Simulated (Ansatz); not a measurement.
# Tetradymite Sb2Te3

These are r²SCAN+rVV10 in Ansatz (PAW) values and carry that method's errors.

Cell: relaxed at this level.

For tetradymite Sb2Te3, the interlayer binding energy comes out as 20.4 meV/Å², the layer repeat distance comes out as 10.306 Å and the gap between the layers is 2.958 Å.

Spin–orbit coupling is not included.

Static lattice: no zero-point or thermal effects.

Cost on a shared machine: roughly 13 core-minutes.

Ansatz is a program for electronic structure.
